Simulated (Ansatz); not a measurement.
The system is NaCl.

```
Cl Na
1.0
     3.50219    0.00000    0.00000
     0.00000    3.50219    0.00000
     0.00000    0.00000    3.50219
Cl Na
1 1
Direct
  0.50000 0.50000 0.50000
  0.00000 0.00000 0.00000
```

Measurements of this composition are mostly on another form, of space group No. 225.

| Property | Result |
| --- | --- |
| Program | Ansatz 0.2.0 |
| Task | relaxation of cell and atoms |
| Functional | HSEsol |
| Potentials or basis | Ansatz PAW |
| Cutoff | 420 eV (not typed: the program's choice for these potentials) |
| k mesh | 4 × 4 × 4 |
| Occupations | fermi-dirac, width 0.05 eV |
| Spin | no spin polarisation |

At the start: volume 21.48 Å³/atom.

**Question.** How do energy, volume and symmetry change on relaxing?

**Answer.** It ends after 5 steps and the volume is 20.38 Å³/atom (-5.1 %); space group Pm-3m (No. 221, to 0.05 Å).

The path:
```tsv
step	energy change (eV)	largest force (eV/Å)	volume (Å³)
1	0.0000	0.0000	42.96
2	-0.0080	0.0000	41.68
3	-0.0097	0.0000	40.68
4	-0.0098	0.0000	40.77
5	-0.0097	0.0000	40.77
```

Final structure:
```
Cl Na
1.0
     3.44175    0.00000    0.00000
     0.00000    3.44175    0.00000
     0.00000    0.00000    3.44175
Cl Na
1 1
Direct
  0.50000 0.50000 0.50000
  0.00000 0.00000 0.00000
```

Caveat: the k mesh is coarse (spacing up to 0.45 Å⁻¹), so the values aren't converged, least of all with exact exchange; the plane-wave basis is chosen anew once the cell has moved, so the energies of steps on either side of that aren't comparable; the PAW data sets come from PBE, with cores solved anew for the run's functional, which leaves a small shift of forces and pressure.
